Smearing lets the electrons of a metal spread over the states near the Fermi level, which makes a calculation on a finite mesh of k-points easier to converge. The sweep value below is its width $s$ in eV, and the rows run from wide to narrow for one fixed cell of SiNi₃. Energies are counted from the row at 0.01 eV.

VASP 6.6.1, spin-polarised PBE with the recommended PAW potentials, for a fixed four-atom cell of SiNi₃ (Pm-3m), with an 8×8×8 k-mesh and a 520 eV cutoff. The sweep value is the Fermi-Dirac width SIGMA in eV. Energies are extrapolated to zero smearing and counted from the row at 0.01 eV, and gaps are those found on the mesh.

| sweep value | energy less tightest (meV/atom) | pressure (GPa) | gap (eV) | force miss (eV/Å) | cell moment (μB) | scf iterations |
| --- | --- | --- | --- | --- | --- | --- |
| 0.3 | 15.600 | -3.522 | 0.000 | 0.000 | 0.000 | 16 |
| 0.2 | 5.410 | -5.077 | 0.000 | 0.000 | 0.000 | 16 |
| 0.15 | 1.600 | -5.563 | 0.000 | 0.000 | 0.000 | 16 |
| 0.1 | -0.050 | -5.828 | 0.000 | 0.000 | 0.000 | 16 |
| 0.05 | 0.070 | -5.928 | 0.000 | 0.000 | 0.000 | 16 |
| 0.02 | -0.020 | -5.961 | 0.000 | 0.000 | 0.000 | 16 |
| 0.01 | 0.000 | -5.969 | 0.000 | 0.000 | 0.000 | 16 |

### 1. What does a width of 0.3 eV do to the metal?

With Fermi-Dirac occupations the width is a temperature in energy units, $s = k_\mathrm{B}T$. The first row therefore describes cold nuclei among electrons at about 3500 K. Its energy lies 15.6 meV/atom above the last row, and its pressure is higher by $-3.522 - (-5.969) = 2.447$ GPa. The magnetic moment vanishes in every row, although the runs started from magnetic nickel, so these shifts don't come from a change of magnetic state.

### 2. Has the free energy risen by 15.6 meV/atom?

No: at a fixed cell the electronic free energy $F$ can only fall as $s$ grows, because its slope is minus the entropy. The column instead follows the energy extrapolated to zero smearing. For a metal at modest width, with $E_0$ the energy without smearing,

$$F = E_0 - a s^2 - b s^4 .$$

The constant $a$ is set by the number of states at the Fermi level, and $b$ by how that number varies nearby. Adding back the entropy term gives the internal energy,

$$E = F - s\,\frac{dF}{ds} = E_0 + a s^2 + 3b s^4 .$$

The extrapolated energy is the mean of the two, $E_0 + b s^4$. The large quadratic terms cancel, and the 15.6 meV/atom is what the extrapolation fails to remove.

### 3. How fast does this error fade on the way to 0.1 eV?

If only the fourth-power term were left, halving the width would cut the error sixteenfold. Between 0.2 and 0.15 eV the energy does fall roughly as the fourth power of the width. Between 0.3 and 0.2 eV the power is only about 2.6, so the short series already fails at the widest smearing. The likely reason is that the occupations there sample a broad stretch of the nickel d bands, where the number of states changes too much for two terms to describe.

The row at 0.1 eV is a sharper test. Scaled down from 0.3 eV by a square law, the error would still be 1.7 meV/atom; scaled from 0.15 eV by the fourth power, it would be 0.3 meV/atom. The table has −0.05 meV/atom. A square law wasn't to be expected at narrow widths, since the extrapolation removes the quadratic term by construction. The fourth-power law fits only the step from 0.2 to 0.15 eV, and it misses the row at 0.1 eV by more than the scatter among the narrowest widths, so its agreement on that one step may be chance. Both laws are carried from one row to another without any adjusted constant, and the printed analysis after this text gives the results.

### 4. Why is the pressure still off at 0.1 eV, where the energy has settled?

The pressure is calculated as the change of the free energy with volume $V$, not of the extrapolated energy:

$$P = -\frac{dF}{dV} = P_0 + \frac{da}{dV}\,s^2 + \dots$$

Here $P_0$ is the pressure without smearing. The quadratic term that cancelled in the energy survives, so the pressure approaches its final value more slowly. At 0.1 eV it is still 0.14 GPa above the last row, and only from 0.05 eV down does it stay within 0.1 GPa.

The square law is rough here too. From 0.1 to 0.05 eV the shift falls with a power of about 1.8, close to two, but at larger widths the power is about 2.5 to 2.7. The higher terms again make themselves felt as the smearing widens.

### 5. Why does smearing push the cell outwards?

A gas of free electrons in a box shows the reason. When the box expands, its levels move closer together, more of them lie within reach of the thermal energy, and the entropy grows. Hot electrons therefore favour a larger volume and add a positive pressure. In SiNi₃ the bands should likewise narrow as the atoms move apart, which agrees with the sign of the shift in the table. The likeness ends with the shape of the bands: the free-electron gas has a smooth distribution of states, while nickel d bands have peaks and dips.

### 6. What would the pressure error do to a relaxed cell?

A small pressure error $\Delta P$ changes the volume by the fraction $\Delta P/B$, where $B$ is the bulk modulus, and the edge of a cubic cell by a third of that. With a rough recalled $B$ of 200 GPa, the row at 0.3 eV gives

$$\frac{\Delta P}{3B} = \frac{2.447}{3 \times 200} \approx 0.004 .$$

A cell relaxed at this width would come out about 0.4 % too long in each edge, compared with one relaxed at 0.01 eV. At 0.1 eV the same estimate gives only about 0.02 %, which matters little for most lattice constants. An elastic constant is obtained from differences in stress, in which a constant offset cancels. Only the change of the offset with strain would remain, and a single fixed cell can't show how large that is.

### 7. Which digits can be trusted in the last rows?

From 0.1 eV down the energies go up and down within 0.12 meV/atom, so their order carries no meaning. The finite mesh is a likely cause, because with narrow smearing only a few states on the mesh lie close enough to the Fermi level to be partly filled, but only one mesh was run. For the same reason the last row is a reference for the smearing and not a proven limit: the table shows how far a row lies from it, but not how far both lie from the result of a denser mesh.

The remaining pressure of about −6 GPa is a different matter. It hardly changes over the last rows, so narrower smearing won't remove it. Most likely it belongs to the chosen cell, which is stretched and would contract if released, though the mesh and the cutoff, which weren't varied, may add a small part.

### 8. Which width should one choose, and would it suit another compound?

For energies of this cell within 1 meV/atom of the last row 0.1 eV is enough, and for pressures within 0.1 GPa the choice is 0.05 eV. The narrower widths cost no additional iterations here, as every row took 16, but they generally need a denser mesh, and that does cost time. The zero force miss is no argument for 0.3 eV, because symmetry forbids forces on the atoms of this cell at any width.

In another metal, the constant $a$ grows with the number of states at the Fermi level, and the pressure error with how strongly that number depends on volume. In an insulator whose gap is many times $s$, hardly any electrons are excited and both errors nearly vanish. The order of events in a metal can be carried over more safely than the widths themselves: the extrapolated energy tends to settle first, and the pressure needs its own test.

Printed output of the fit:

```
Smearing as temperature and pressure shift from the 0.01 eV row:
   row  temperature in K  pressure shift in GPa  shift over width squared in GPa per eV2
   0.3              3481                  2.447                                    27.19
   0.2              2321                  0.892                                     22.3
  0.15              1741                  0.406                                    18.04
   0.1              1160                  0.141                                     14.1
  0.05             580.2                  0.041                                     16.4
  0.02             232.1                  0.008                                       20
  0.01               116                      0                                        0
Energy, local power of the width from 0.15 to 0.2 eV: 4.235
Energy, local power of the width from 0.2 to 0.3 eV: 2.612
Pressure shift, local power from 0.05 to 0.1 eV: 1.782
Pressure shift, local power from 0.1 to 0.2 eV: 2.661
Pressure shift, local power from 0.2 to 0.3 eV: 2.489
Energy at 0.1 eV if the 0.3 eV value shrank as the square, meV/atom: 1.733
Energy at 0.1 eV if the 0.15 eV value shrank as the fourth power, meV/atom: 0.316
Energy at 0.1 eV in the table, meV/atom: -0.05
Spread of the energies from 0.1 eV down, meV/atom: 0.12
Pressure shift at 0.3 eV as percent of the size of the reference pressure: 41
Rough change of relaxed cell edge from smearing at 0.3 eV, percent: 0.4078
Rough change of relaxed cell edge from smearing at 0.1 eV, percent: 0.0235
Rough change of edge that would relieve the reference pressure, percent: -0.9948
Range of iteration counts over all rows: 0
```
